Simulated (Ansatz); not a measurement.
input.yaml for VN (Ansatz 0.2.0)

```yaml
crystal:
  lattice:
    - [0.0, 2.062465, 2.062465]
    - [2.062465, 0.0, 2.062465]
    - [2.062465, 2.062465, 0.0]
  atoms:
    - { symbol: V, position: [0.0, 0.0, 0.0], spin: 0.3 }
    - { symbol: "N", position: [0.5, 0.5, 0.5] }
basis:
  ecutwfc: 420
kpoints:
  mp_grid: { grid: [4, 4, 4] }
hamiltonian:
  xc: pbe
scf:
  occupations: { method: gaussian, width: 0.1 }
  lower_state_search: "off"
  max_iter: 100
output:
  forces: true
  stress: true
  eigenvalues: true
  populations: true
magnetization:
  spin_polarized: true
```

Command:

```bash
ansatz run input.yaml --threads 1 --pin off --max-ram 1331MiB --backend cpu --events-out ev --progress --plain --runs-dir out
```

Output, shortened (HF is the Harris–Foulkes energy, dr2 the density residual in eV):

```text
Pseudopotential: V, paw, valence charge 13, recommended cutoff 420 eV (normal)
Pseudopotential: N, paw, valence charge 5, recommended cutoff 420 eV (normal)
Crystal: 2 atoms, lattice volume = 17.546 Å³
Basis set: ecut = 420 eV, 331 PW (Γ), exchange–correlation on 40×40×40 points (8 copies of the dense FFT grid, shifted against one another)
Bands: 14, of which v1, the nominal top of the filled ones, is band 9 counted from 1 (8 counted from 0)
Symmetry: 48 space group operations
Space group: Fm-3m (ITA 225), of the structure as read, at distance tolerance 2.6e-5 Å
k-points: 8 of 64
Initial density: superposition of atomic densities
Starting moments: Σ|m| = 0.3 μB on 1 of 2 sites
SCF iter   1: HF=-3298.507831 eV  Δρ=3.69e-2 (↑3.69e-2 ↓3.16e-2) dr2=8.84e-1  dr2_m=5.13e-3  M=0.267 μB ∫|m|=0.267 μB
SCF iter   2: HF=-3298.382858 eV  Δρ=1.57e-2 (↑1.48e-2 ↓1.57e-2) dr2=1.12e-1  dr2_m=8.56e-4  M=0.306 μB ∫|m|=0.308 μB
SCF iter   3: HF=-3298.381856 eV  Δρ=9.55e-3 (↑9.55e-3 ↓9.35e-3) dr2=2.63e-2  dr2_m=1.24e-4  M=0.309 μB ∫|m|=0.321 μB
SCF iter   4: HF=-3298.387921 eV  Δρ=2.06e-3 (↑2.06e-3 ↓1.81e-3) dr2=1.05e-3  dr2_m=1.17e-5  M=0.309 μB ∫|m|=0.324 μB
   ...
SCF iter  10: F=-3298.388536 eV  HF=-3298.388536 eV  Δρ=2.10e-5 (↑2.10e-5 ↓1.28e-5) dr2=4.64e-8  dr2_m=3.25e-8  M=0.311 μB ∫|m|=0.325 μB
SCF iter  11: F=-3298.388536 eV  HF=-3298.388536 eV  Δρ=6.32e-6 (↑6.32e-6 ↓5.80e-6) dr2=1.80e-9  dr2_m=5.28e-9  M=0.311 μB ∫|m|=0.325 μB
SCF iter  12: F=-3298.388536 eV  HF=-3298.388536 eV  Δρ=9.28e-7 (↑5.22e-7 ↓9.28e-7) dr2=1.34e-10  dr2_m=5.18e-11  M=0.311 μB ∫|m|=0.325 μB
SCF 1 converged in 12 iterations: F = -3298.388536 eV  dr2 = 1.34e-10
SCF converged after 12 iterations
Magnetization: 0.3106 μB (9.1553 up, 8.8447 down)
Absolute magnetization: 0.3250 μB (∫|ρ↑−ρ↓|, with the PAW one-centre terms)
Per-site moments (μB) at R_I (Å): [(0.2492, 0.8507), (-0.0060, 0.8507)]
Free energy (F): -3298.388536 eV
E sigma→0 (E₀):  -3298.384227 eV
Entropy (-TS):   -0.008620 eV (-4.310 meV/atom)
Fermi energy:    18.343941 eV
--- Forces (eV/Å), atoms counted from 1 ---
  atom   1  V     -0.00000000    -0.00000000    -0.00000000
  atom   2  N      0.00000000    -0.00000000     0.00000000
--- Stress (GPa, compression-positive) ---
       -1.702571       0.000000      -0.000000
        0.000000      -1.702571      -0.000000
       -0.000000      -0.000000      -1.702571
  P = ⅓ Tr σ = -1.7026 GPa (-17.026 kbar)
```

The inputs are trials, many of them unsound on purpose. Their numbers show the effect of the settings and aren't properties of the material.